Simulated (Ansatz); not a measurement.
Input and command of a plane-wave DFT calculation in Ansatz:

```yaml
crystal:
  lattice:
    - [4.37972819, 0.0, 0.0]
    - [0.0, 2.189864095, -2.189864095]
    - [0.0, 6.569592285, 6.569592285]
  atoms:
    - { symbol: Si, position: [0.0, 0.0, 0.3333333333] }
    - { symbol: Si, position: [0.5, 0.5, 0.5] }
    - { symbol: Si, position: [0.0, 0.0, 0.6666666667] }
    - { symbol: Si, position: [0.5, 0.5, 0.8333333333] }
    - { symbol: Si, position: [0.0, 0.0, 1.0] }
    - { symbol: Si, position: [0.5, 0.5, 0.1666666667] }
    - { symbol: C, position: [0.75, 0.0, 0.5] }
    - { symbol: C, position: [0.25, 0.5, 0.6666666667] }
    - { symbol: C, position: [0.75, 0.0, 0.8333333333] }
    - { symbol: C, position: [0.25, 0.5, 1.0] }
    - { symbol: C, position: [0.75, 0.0, 0.1666666667] }
    - { symbol: C, position: [0.25, 0.5, 0.3333333333] }
basis:
  ecutwfc: 420
kpoints:
  mp_grid: { grid: [6, 9, 3] }
hamiltonian:
  xc: pbe
scf:
  occupations: { method: gaussian, width: 0.05 }
output:
  forces: true
  stress: true
  eigenvalues: true
```

```bash
ansatz run input.yaml --threads 2 --pin off --max-ram 5120MiB --backend cpu --events-out ev --progress --plain --runs-dir out
```

Processor: Intel(R) Xeon(R) 6975P-C (Granite Rapids), 2 threads, on a host shared with other jobs.

Estimate time, memory and problem size.

About 3.7 s on 2 threads of Intel(R) Xeon(R) 6975P-C (Granite Rapids), with other jobs on the host, peak memory 0.48 GiB. It solves 36 bands at 40 k points (the mesh reduced by symmetry) with about 2439 plane waves, in 6 SCF iterations.
